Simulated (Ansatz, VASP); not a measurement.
This is a calculation of BaS for Ansatz 0.2.0.

input.yaml

```yaml
crystal:
  lattice:
    - [0.0, 3.150585925, 3.150585925]
    - [3.150585925, 0.0, 3.150585925]
    - [3.150585925, 3.150585925, 0.0]
  atoms:
    - { symbol: Ba, position: [0.0, 0.0, 0.0] }
    - { symbol: S, position: [0.5, 0.5, 0.5] }
kpoints:
  mp_grid: { grid: [7, 7, 7] }
scf:
  occupations: { method: fermi_dirac, width: 0.05 }
hamiltonian:
  xc: pbesol
  pseudopotentials: { kind: all_electron, lapw: { basis_error: 0.0005 } }
output:
  forces: true
  stress: true
  eigenvalues: true
```

Potentials or basis: all-electron LAPW, scalar-relativistic.

Run with:

```console
$ ansatz run input.yaml --threads 1 --pin off --max-ram 3072MiB --backend cpu --events-out ev --progress --plain --runs-dir out
```

Problem. Translate it to VASP 6.6.1. Potentials there: VASP PAW PBE potentials, release 64 (Ba_sv, S).

Solution. As run (the cutoff follows the program's own potentials):

File INCAR:

```
PREC = Accurate
ENCUT = 520
EDIFF = 1E-7
ISMEAR = -1
SIGMA = 0.05
LREAL = F
LASPH = T
NELM = 60
ALGO = Normal
ISIF = 2
LWAVE = F
LCHARG = T
GGA = PS
LELF = T
LVHAR = T
NBANDS = 15
```

Contents of KPOINTS:

```
Automatic mesh
0
Gamma
  7 7 7
```

The input POSCAR:

```
BaS
1.0
    0.0000000000      3.1505859250      3.1505859250
    3.1505859250      0.0000000000      3.1505859250
    3.1505859250      3.1505859250      0.0000000000
Ba S
1 1
Direct
    0.0000000000      0.0000000000      0.0000000000
    0.5000000000      0.5000000000      0.5000000000
```

Potentials or basis: VASP PAW PBE potentials, release 64 (Ba_sv, S).

Run with:

```bash
$ cat potpaw_PBE.64/Ba_sv/POTCAR potpaw_PBE.64/S/POTCAR > POTCAR
$ mpirun -np 1 vasp_std > vasp.out
```

Both were run:

|  | VASP | Ansatz | Ansatz less VASP |
| --- | --- | --- | --- |
| gap on the k mesh at the Fermi level (eV) | 1.97 | 2.07 | +0.107 |
| least direct gap on the mesh (eV) | 2.09 | 2.17 | +0.071 |
| pressure (GPa) | 1.4 | 0.7 | -0.72 |

Ansatz ran all-electron here, so the differences hold the error of VASP's frozen core and of both bases.

Caveats: spin-orbit coupling is left out, which moves the levels of the heavy elements; an odd mesh through Γ misses points on the zone boundary, where band edges often lie; the PAW data sets were made with another functional, which shifts forces and pressure a little (VASP).
